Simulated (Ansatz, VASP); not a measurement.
**HfN in VASP and in Ansatz**

```
CELL_PARAMETERS angstrom
0.00000 2.25900 2.19123
2.25900 0.00000 2.19123
2.25900 2.25900 0.00000
ATOMIC_POSITIONS crystal
Hf 0.00000 0.00000 0.00000
N 0.50000 0.50000 0.50000
```

Change from the starting cell: z stretched by -3 %, ions relaxed.

Alike in both runs: functional PBE; k mesh 18 × 18 × 18; occupations fermi-dirac, width 0.05 eV; no spin polarisation.

Ansatz relaxed the structure, and its values are those at the end. VASP's run is a single point on that final structure, the one shown.

|  | VASP | Ansatz |
| --- | --- | --- |
| version | VASP 6.6.1 | Ansatz 0.2.0 |
| potentials or method | VASP PAW PBE potentials, release 64 (Hf_pv, N) | plane-wave PAW, scalar-relativistic |
| plane-wave cutoff (eV) | 520 | 420 |
| valence electrons in the cell | 15 | 31 |

Ansatz gave:

| Quantity | Value |
| --- | --- |
| pressure (GPa) | 15.4 |

Question: Estimate VASP's values.

Answer: Pressure (GPa): 12.9.

The functional is the same, so the differences come from potentials, cutoffs and numerics. The two sets of potentials don't hold the same shells in valence. Ansatz warned: «gradients_without_spin_orbit».

Spin-orbit coupling is left out, which matters for the levels of Hf.
